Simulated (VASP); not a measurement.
# Os (Fm-3m) in VASP: further runs

Runs on Os. Level: LDA. Tasks: single point.

All numbers are computed with VASP 6.6.1; they aren't measurements. Logs are shortened: lines on timing, memory, paths and dates and some standing lists are left out, and cuts for length are marked.

## 1. Starting point

The structure is cubic, space group Fm-3m (No. 225). The conventional cell has a = 3.802 Å, b = 3.802 Å, c = 3.802 Å, α = 90.00°, β = 90.00°, γ = 90.00°. Os (site symmetry m-3m) has 12 Os at 2.69 Å as nearest neighbours.

This isn't the form of Os at room conditions, which is hcp.

## 2. Single point, LDA (the clean substrate in the cell of the map)

INCAR reads:

```
SYSTEM = Os
  PREC = Accurate
  ENCUT = 520
  EDIFF = 1E-7
  ISMEAR = 0
  SIGMA = 0.1
  LREAL = .False.
  LASPH = .True.
  NELM = 60
  ALGO = Fast
  ISIF = 2
  LWAVE = .False.
  LCHARG = .True.
  LDIPOL = .True.
  IDIPOL = 3
  DIPOL = 0.5 0.5 0.286
  LELF = .True.
  LVHAR = .True.
  LVACPOTAV = .True.
  NBANDS = 24
```

KPOINTS reads:

```
Automatic mesh
0
Gamma
  10 7 1
  0 0 0
```

POSCAR reads:

```
Os
1.0
    2.6886344692      0.0000000000      0.0000000000
    0.0000000000      3.8023033306      0.0000000000
    0.0000000000      0.0000000000     20.8491122169
Os
4
Direct
    0.5000000000      0.5000000000      0.1918546919
    0.0000000000      0.0000000000      0.2563330840
    0.5000000000      0.5000000000      0.3210178915
    0.0000000000      0.0000000000      0.3764722514
```

Potentials or basis: VASP PAW LDA potentials, release 64 (Os).

The run is started by

```console
> cat potpaw_LDA.64/Os/POTCAR > POTCAR
> mpirun -np 1 vasp_std > vasp.out
```

OUTCAR:

```text
SYSTEM = Os
   PREC = Accurate
   ENCUT = 520
   EDIFF = 1E-7
   ISMEAR = 0
   LREAL = .False.
   LASPH = .True.
   NELM = 60
   ISIF = 2

 ion  position               nearest neighbor table
   1  0.500  0.500  0.192-   2 2.69   2 2.69   2 2.69   2 2.69   3 2.69
   2  0.000  0.000  0.256-   4 2.50   1 2.69   1 2.69   1 2.69   1 2.69   3 2.69   3 2.69   3 2.69
                             3 2.69
   3  0.500  0.500  0.321-   4 2.60   4 2.60   4 2.60   4 2.60   2 2.69   2 2.69   2 2.69   2 2.69
                             1 2.69
   4  0.000  0.000  0.376-   2 2.50   3 2.60   3 2.60   3 2.60   3 2.60

  LATTYP: Found a simple orthorhombic cell.
 ALAT       =     2.6886344692
 B/A-ratio  =     1.4142135624
 C/A-ratio  =     7.7545357897

  Lattice vectors:

 A1 = (   2.6886344692,   0.0000000000,   0.0000000000)
 A2 = (   0.0000000000,   3.8023033306,   0.0000000000)
 A3 = (   0.0000000000,   0.0000000000,  20.8491122169)

Analysis of symmetry for initial positions (statically):
=====================================================================
 Subroutine PRICEL returns:
 Original cell was already a primitive cell.

 Routine SETGRP: Setting up the symmetry group for a
 simple orthorhombic supercell.

 Subroutine GETGRP returns: Found  4 space group operations
 (whereof  4 operations were pure point group operations)
 out of a pool of  8 trial point group operations.

The static configuration has the point symmetry C_2v.

Analysis of symmetry for dynamics (positions and initial velocities):
=====================================================================
 Subroutine PRICEL returns:
 Original cell was already a primitive cell.

 Routine SETGRP: Setting up the symmetry group for a
 simple orthorhombic supercell.

 Subroutine GETGRP returns: Found  4 space group operations
 (whereof  4 operations were pure point group operations)
 out of a pool of  8 trial point group operations.

The dynamic configuration has the point symmetry C_2v.

 Subroutine INISYM returns: Found  4 space group operations
 (whereof  4 operations are pure point group operations),
 and found     1 'primitive' translations

----------------------------------------------------------------------------------------

                                     Primitive cell

  volume of cell :     213.1406

  direct lattice vectors                    reciprocal lattice vectors
     2.688634469  0.000000000  0.000000000     0.371936019  0.000000000  0.000000000
     0.000000000  3.802303331  0.000000000     0.000000000  0.262998481  0.000000000
     0.000000000  0.000000000 20.849112217     0.000000000  0.000000000  0.047963673

  length of vectors
     2.688634469  3.802303331 20.849112217     0.371936019  0.262998481  0.047963673

  position of ions in fractional coordinates (direct lattice)
     0.500000000  0.500000000  0.191854692
     0.000000000  0.000000000  0.256333084
     0.500000000  0.500000000  0.321017891
     0.000000000  0.000000000  0.376472251

  ion indices of the primitive-cell ions
   primitive index   ion index
                 1           1
                 2           2
                 3           3
                 4           4

----------------------------------------------------------------------------------------

 KPOINTS: Automatic mesh

Automatic generation of k-mesh.
 Grid dimensions read from file:
 generate k-points for:   10    7    1

 Generating k-lattice:

  Cartesian coordinates                     Fractional coordinates (reciprocal lattice)
     0.037193602  0.000000000  0.000000000     0.100000000  0.000000000  0.000000000
     0.000000000  0.037571212  0.000000000     0.000000000  0.142857143  0.000000000
     0.000000000  0.000000000  0.047963673     0.000000000  0.000000000  1.000000000

  Length of vectors
     0.037193602  0.037571212  0.047963673

  Shift w.r.t. Gamma in fractional coordinates (k-lattice)
     0.000000000  0.000000000  0.000000000

 Subroutine IBZKPT returns following result:
 ===========================================

 Found     24 irreducible k-points:

 Following reciprocal coordinates:
            Coordinates               Weight
  0.000000  0.000000  0.000000      1.000000
  0.100000  0.000000  0.000000      2.000000
  0.200000  0.000000  0.000000      2.000000
  0.300000  0.000000  0.000000      2.000000
  0.400000  0.000000  0.000000      2.000000
  0.500000  0.000000  0.000000      1.000000
[... 16 lines left out ...]
  0.400000  0.428571  0.000000      4.000000
  0.500000  0.428571  0.000000      2.000000
   k-points           NKPTS =     24   k-points in BZ     NKDIM =     24   number of bands    NBANDS=     24
   number of dos      NEDOS =    301   number of ions     NIONS =      4
   total plane-waves  NPLWV =  89600
   dimension x,y,z NGX =    20 NGY =   28 NGZ =  160
   dimension x,y,z NGXF=    40 NGYF=   56 NGZF=  320
   ions per type =               4
   NGX,Y,Z   is equivalent  to a cutoff of  12.37, 12.24, 12.76 a.u.
   NGXF,Y,Z  is equivalent  to a cutoff of  24.73, 24.48, 25.52 a.u.
 SYSTEM =  Os
   PREC   = accura    normal or accurate (medium, high low for compatibility)
   ISTART =      0    job   : 0-new  1-cont  2-samecut
   ICHARG =      2    charge: 1-file 2-atom 10-const
   ISPIN  =      1    spin polarized calculation?
   LNONCOLLINEAR =      F non collinear calculations
   LSORBIT =      F    spin-orbit coupling
   LASPH  =      T    aspherical Exc in radial PAW
   ENCUT  =  520.0 eV  38.22 Ry    6.18 a.u.   5.00  7.07 38.77*2*pi/ulx,y,z
   NELM   =     60;   NELMIN=  2; NELMDL= -5     # of ELM steps
   EDIFF  = 0.1E-06   stopping-criterion for ELM
   LREAL  =      F    real-space projection
   EDIFFG = 0.1E-05   stopping-criterion for IOM
   NSW    =      0    number of steps for IOM
   IBRION =     -1    ionic relax: 0-MD 1-quasi-New 2-CG
   NFREE  =      0    steps in history (QN), initial steepest desc. (CG)
   ISIF   =      2    stress and relaxation
   ISYM   =      2    0-nonsym 1-usesym 2-fastsym
   POTIM  = 0.5000    time-step for ionic-motion
   TEBEG  =    0.0;   TEEND  =   0.0 temperature during run
   PSTRESS=    0.0 pullay stress
   NELECT =      32.0000    total number of electrons
   NUPDOWN=      -1.0000    fix difference up-down
   EMIN   =  10.00;   EMAX   =-10.00  energy-range for DOS
   EFERMI =   0.00;   METHOD = LEGACY
   ISMEAR =     0;   SIGMA  =   0.10  broadening in eV -4-tet -1-fermi 0-gaus
   EFERMI_NEDOS =   21; number of points for ismear=-14 and -15
   IALGO  =     68    algorithm
   IMIX   =      4    mixing-type and parameters
     AMIX     =   0.40;   BMIX     =  1.00
     AMIX_MAG =   1.60;   BMIX_MAG =  1.00
  volume/ion in A,a.u.               =      53.29       359.59
  Fermi-wavevector in a.u.,A,eV,Ry     =   0.870101  1.644252 10.300631  0.757075
  Thomas-Fermi vector in A             =   1.989018
   LORBIT       =      0    0 simple, 1 ext, 2 COOP (PROOUT), +10 PAW based schemes
   GGA     = CA    functional components
   LHFCALC =     F    Hartree Fock is set to
   AEXX    =    0.0000 exact exchange contribution
   IVDW    =     0    specifies the selected vdW correction
   LEPSILON=     F    determine dielectric tensor
   LRPA    =     F    only Hartree local field effects (RPA)
 non-spin polarized calculation
 RMM-DIIS sequential band-by-band and
 Gauss-broadening in eV      SIGMA  =   0.10
  energy-cutoff  :      520.00
  volume of cell :      213.14
 maximum number of plane-waves:      5788
 NGX is ok and might be reduce to    20

 dipolmoment           0.000000      0.000000      0.123409 electrons x Angstroem

 number of electron      31.9999995 magnetization

 dipolmoment           0.000000      0.000000     -0.017011 electrons x Angstroem

 Free energy of the ion-electron system (eV)
  ---------------------------------------------------
  ext. energy  EPLUGINS =         0.00000000
  ---------------------------------------------------
  free energy    TOTEN  =       -44.82147202 eV

  energy without entropy =      -44.79822562  energy(sigma->0) =      -44.80984882

 E-fermi :  -1.1739     XC(G=0):  -4.8048

 val. band max:       -1.1807693647   @ k =   0.4000   0.0000   0.0000
 cond. band min:      -1.1642527040   @ k =   0.2000   0.4286   0.0000
 fundamental gap:      0.0165166607
 Fermi energy:        -1.1739121644

 k-point     1 :       0.0000    0.0000    0.0000
  band No.  band energies     occupation
      1     -10.9793      2.00000
      2      -8.4216      2.00000
      3      -8.0511      2.00000
      4      -7.0300      2.00000
      5      -6.6264      2.00000
      6      -5.3237      2.00000
[... 16 lines left out ...]
     23       1.7373      0.00000
     24       3.4102      0.00000

 k-point     2 :       0.1000    0.0000    0.0000
  band No.  band energies     occupation
      1     -10.6751      2.00000
      2      -8.1604      2.00000
      3      -7.7792      2.00000
      4      -6.8452      2.00000
      5      -6.2252      2.00000
      6      -5.7388      2.00000
[... 16 lines left out ...]
     23       0.9969      0.00000
     24       3.1661      0.00000

 k-point     3 :       0.2000    0.0000    0.0000
  band No.  band energies     occupation
      1      -9.8707      2.00000
      2      -7.8103      2.00000
      3      -6.9653      2.00000
      4      -6.5219      2.00000
      5      -6.3976      2.00000
      6      -6.0717      2.00000
[... 16 lines left out ...]
     23       1.4766      0.00000
     24       3.5762      0.00000

 k-point     4 :       0.3000    0.0000    0.0000
  band No.  band energies     occupation
      1      -8.9409      2.00000
      2      -7.8263      2.00000
      3      -7.2456      2.00000
      4      -6.8006      2.00000
      5      -6.6194      2.00000
      6      -6.0917      2.00000
[... 16 lines left out ...]
     23       1.6165      0.00000
     24       4.2357      0.00000

 k-point     5 :       0.4000    0.0000    0.0000
  band No.  band energies     occupation
      1      -8.5350      2.00000
      2      -8.0354      2.00000
      3      -7.7328      2.00000
      4      -7.3285      2.00000
      5      -6.3443      2.00000
      6      -5.6444      2.00000
[... 16 lines left out ...]
     23       2.3416      0.00000
     24       4.7953      0.00000

 k-point     6 :       0.5000    0.0000    0.0000
  band No.  band energies     occupation
      1      -8.5314      2.00000
      2      -8.1346      2.00000
      3      -7.9030      2.00000
      4      -7.5143      2.00000
      5      -5.8829      2.00000
      6      -5.5469      2.00000
[... 16 lines left out ...]
     23       3.3122      0.00000
     24       3.4885      0.00000
[... 379 lines left out ...]
 k-point    21 :       0.2000    0.4286    0.0000
  band No.  band energies     occupation
      1      -8.1564      2.00000
      2      -7.5111      2.00000
      3      -6.7854      2.00000
      4      -6.6483      2.00000
      5      -5.9353      2.00000
      6      -5.3014      2.00000
[... 16 lines left out ...]
     23       2.2287      0.00000
     24       2.7923      0.00000

 k-point    22 :       0.3000    0.4286    0.0000
  band No.  band energies     occupation
      1      -7.8401      2.00000
      2      -7.3633      2.00000
      3      -6.5852      2.00000
      4      -6.1588      2.00000
      5      -5.9790      2.00000
      6      -5.4436      2.00000
[... 16 lines left out ...]
     23       3.0375      0.00000
     24       3.4194      0.00000

 k-point    23 :       0.4000    0.4286    0.0000
  band No.  band energies     occupation
      1      -8.0187      2.00000
      2      -7.7786      2.00000
      3      -6.6824      2.00000
      4      -6.2529      2.00000
      5      -5.7170      2.00000
      6      -5.5144      2.00000
[... 16 lines left out ...]
     23       3.9628      0.00000
     24       4.3813      0.00000

 k-point    24 :       0.5000    0.4286    0.0000
  band No.  band energies     occupation
      1      -8.1142      2.00000
      2      -7.9631      2.00000
      3      -6.8034      2.00000
      4      -6.3766      2.00000
      5      -5.7636      2.00000
      6      -5.6693      2.00000
[... 16 lines left out ...]
     23       5.7113      0.00000
     24       5.9052      0.00000

------------------------ aborting loop because EDIFF is reached ----------------------------------------

  FORCE on cell =-STRESS in cart. coord.  units (eV):
  Direction    XX          YY          ZZ          XY          YZ          ZX
  --------------------------------------------------------------------------------------
  -------------------------------------------------------------------------------------
  Total       -7.4048149     -5.2077337     -2.6608963      0.0000000      0.0000000      0.0000000
  in kB      -55.6619863    -39.1465287    -20.0019552      0.0000000      0.0000000      0.0000000
  external PRESSURE =     -38.2701568 kB  Pullay stress =       0.0000000 kB

 VOLUME and BASIS-vectors are now :
 -----------------------------------------------------------------------------
  energy-cutoff  :      520.00
  volume of cell :      213.14
      direct lattice vectors                 reciprocal lattice vectors
     2.688634469  0.000000000  0.000000000     0.371936019  0.000000000  0.000000000
     0.000000000  3.802303331  0.000000000     0.000000000  0.262998481  0.000000000
     0.000000000  0.000000000 20.849112217     0.000000000  0.000000000  0.047963673

 POSITION                                       TOTAL-FORCE (eV/Angst)
 -----------------------------------------------------------------------------------
      1.34432      1.90115      4.00000         0.000000      0.000000      2.110361
      0.00000      0.00000      5.34432         0.000000      0.000000     -2.203438
      1.34432      1.90115      6.69294         0.000000      0.000000     -0.023963
      0.00000      0.00000      7.84911         0.000000      0.000000      0.117040
 -----------------------------------------------------------------------------------
    total drift:                                0.000000      0.000000     -0.000011

  FREE ENERGIE OF THE ION-ELECTRON SYSTEM (eV)
  ---------------------------------------------------
  free  energy   TOTEN  =       -44.8214720215 eV

  energy  without entropy=      -44.7982256165  energy(sigma->0) =      -44.80984882

 vacuum level on the upper side and lower side of the slab         3.668         3.969
```

Wall time 1.8 min (1 thread of Intel Xeon 6975P-C (Granite Rapids), shared host); peak memory 0.27 GiB.

What came out:

* Free energy: -44.8215 eV
* Largest force: 2.203 eV/Å
* Band gap on the k mesh: none (metal or under the smearing width)
* Work function of the upper face: 4.84 eV
* Work function of the lower face: 5.14 eV

Forces on the atoms (eV/Å):
```
Os   0.000  0.000  2.110
Os   0.000  0.000 -2.203
Os   0.000  0.000 -0.024
Os   0.000  0.000  0.117
```

## 3. Single point, LDA

This run uses another cell than the first one: it holds 1 atom, not 4.

INCAR reads:

```
  PREC = Accurate
  ENCUT = 520
  EDIFF = 1E-6
  ISMEAR = 0
  SIGMA = 0.1
  LREAL = F
  LASPH = T
  NELM = 60
  ALGO = Fast
  ISIF = 2
  LWAVE = F
  LCHARG = F
  NBANDS = 10
```

KPOINTS reads:

```
Automatic mesh
0
Gamma
  18 18 18
```

POSCAR reads:

```
Os
1.0
    0.0000000000      1.9011516653      1.9011516653
    1.9011516653      0.0000000000      1.9011516653
    1.9011516653      1.9011516653      0.0000000000
Os
1
Direct
    0.0000000000      0.0000000000      0.0000000000
```

Potentials or basis: VASP PAW LDA potentials, release 64 (Os).

The run is started by

```console
> cat potpaw_LDA.64/Os/POTCAR > POTCAR
> mpirun -np 1 vasp_std > vasp.out
```

Wall time 8.8 s (1 thread of Intel Xeon 6975P-C (Granite Rapids), shared host); peak memory 0.14 GiB.

It converged, with:

* Free energy: -12.5147 eV
* Pressure: 1.0 GPa
* Band gap on the k mesh: none (metal or under the smearing width)

Levels at points of the mesh, in eV from the Fermi level:
```
           k point  band 1  band 2  band 3  band 4  band 5  band 6  band 7  band 8  band 9
(0.00, 0.00, 0.00)  -10.87   -3.06   -3.06   -3.06    0.09    0.09   14.36   20.23   20.23
(0.50, 0.00, 0.00)   -7.80   -3.22   -3.22   -0.07    2.57    2.57    9.31   13.90   20.63
(0.50, 0.50, 0.00)   -7.72   -7.01    2.54    2.56    3.28    3.28   12.50   12.50   12.67
```
